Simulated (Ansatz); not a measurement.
CsPbCl3:

```xyz
5
Lattice="5.6050 0.0000 0.0000 0.0000 5.6050 0.0000 0.0000 0.0000 5.6050" Properties=species:S:1:pos:R:3 pbc="T T T"
Pb    2.8025    2.8025    2.8025
Cs    0.0000    0.0000    0.0000
Cl    2.8025    0.0000    2.8025
Cl    0.0000    2.8025    2.8025
Cl    2.8025    2.8025    0.0000
```

| Item | Value |
| --- | --- |
| Program | Ansatz 0.2.0 |
| Task | single point |
| Functional | PBEsol |
| Potentials or basis | all-electron LAPW, scalar-relativistic |
| Cutoff | 209 eV (chosen from the basis error) |
| Basis error allowed | 0.001 eV/atom |
| k mesh | 5 × 5 × 5 |
| Occupations | fermi-dirac, width 0.05 eV |
| Spin | no spin polarisation |

On this cell: pressure 0.1 GPa; largest force zero by symmetry; band gap on the k mesh 2.85 eV, direct.

The same run follows on a disturbed copy (atoms moved at random, drawn with an rms of 0.05 Å):

```
Pb Cs Cl
1.0
     5.60500    0.00000    0.00000
     0.00000    5.60500    0.00000
     0.00000    0.00000    5.60500
Pb Cs Cl
1 1 3
Direct
  0.49379 0.49867 0.50007
  0.99308 0.00081 0.00093
  0.49719 0.00322 0.50560
  0.99688 0.50060 0.50076
  0.50141 0.50333 0.00266
```

**Question.** What does the disturbed cell give?

**Answer.** The energy moves by +0.3 meV/atom; pressure 0.2 GPa; largest force 0.086 eV/Å; band gap on the k mesh 2.83 eV, direct.

Forces in eV/Å, atoms in the order of the input:
```
Pb   0.047  0.062  0.037
Cs  -0.007 -0.003 -0.004
Cl  -0.002 -0.054 -0.003
Cl  -0.034 -0.002 -0.001
Cl  -0.004 -0.003 -0.029
```

Caveats: spin-orbit coupling is left out, which as a rule narrows the gap of such compounds by several tenths of an eV; an odd mesh through Γ misses points on the zone boundary, where band edges often lie.
